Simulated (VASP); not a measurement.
Runs of VASP 6.6.1 on Te. It takes space group P3_121 (No. 152, trigonal). Conventional cell: a = 4.471 Å, b = 4.471 Å, c = 5.956 Å, α = 90.00°, β = 90.00°, γ = 120.00°. Te (site symmetry 2) has 2 Te at 2.86 Å as nearest neighbours. 

| task | cell | gap on the mesh (eV) | pressure (GPa) | largest force (eV/Å) |
| --- | --- | --- | --- | --- |
| relaxation of shape and atoms at fixed volume | atoms relaxed at fixed volume from: a relaxed cell with its volume scaled by 0.98 | 0.25 | 0.5 | 0.01 |
| relaxation of shape and atoms at fixed volume | atoms relaxed at fixed volume from: a relaxed cell with its volume scaled by 0.94 | 0.15 | 1.7 | 0.01 |
| relaxation of cell and atoms | relaxed | 0.31 | 0.0 | - |
| relaxation of shape and atoms at fixed volume | atoms relaxed at fixed volume from: a relaxed cell with its volume scaled by 0.96 | (b) | 1.0 | - |
| relaxation of shape and atoms at fixed volume | atoms relaxed at fixed volume from: a relaxed cell with its volume scaled by 1.04 | 0.46 | -0.7 | 0.01 |
| relaxation of shape and atoms at fixed volume | atoms relaxed at fixed volume from: a relaxed cell with its volume scaled by 1.06 | (a) | -0.9 | 0.01 |
| relaxation of shape and atoms at fixed volume | atoms relaxed at fixed volume from: a relaxed cell with its volume scaled by 1.02 | 0.39 | -0.4 | - |
| relaxation of shape and atoms at fixed volume | atoms relaxed at fixed volume | 0.31 | 0.0 | - |

Alike in all rows: level r2SCAN+rVV10; potentials or basis VASP PAW PBE potentials, release 64 (Te); no spin polarisation; k mesh 9 × 9 × 6; cutoff (eV) 600; smearing gaussian 0.03 eV.

**Question.** Estimate the missing entries.

**Answer.** (a) 0.53; (b) 0.20.

Caveats: the PAW data sets were made with another functional, which shifts forces and pressure a little; spin-orbit coupling is left out, which moves the levels of the heavy elements; an odd mesh through Γ misses points on the zone boundary, where band edges often lie; the relaxation stopped at its first step, so nothing moved (some runs).

A k mesh can miss the band edges, and the runs leave out spin-orbit coupling on Te.
